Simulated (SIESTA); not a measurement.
Crystal: MnO.

```
Mn O
1.0
     0.00000    2.22391    2.22391
     2.22391    0.00000    2.22391
     2.22391    2.22391    0.00000
Mn O
1 1
Direct
  0.00000 0.00000 0.00000
  0.50000 0.50000 0.50000
```

The cell is a database's computed one.

Program: SIESTA 5.4.2. Alike in all runs: task single point; level PBE+U; potentials or basis PseudoDojo 0.4 standard (PBE files), DZP (energy shift 0.003 Ry; two zetas on semicore shells); spin collinear, ferromagnetic start; cell as given; k mesh 7 × 7 × 7; smearing fermi-dirac 0.05 eV; grid cutoff 800 Ry; energy shift 0.003 Ry.

Task: Order these runs on this cell by their band gap on the k mesh, lowest first.
A. U Mn d U = 6 eV
B. U Mn d U = 8 eV
C. U Mn d U = 4 eV
D. U Mn d U = 2 eV

Result: D (metal), C (0.35 eV), A (0.66 eV), B (0.89 eV).

Caveats: the basis of atomic orbitals isn't converged, which shifts pressures, moduli and gaps; a cell with one magnetic atom can't hold antiferromagnetic order, which such compounds often take; an odd mesh through Γ misses points on the zone boundary, where band edges often lie (some runs).
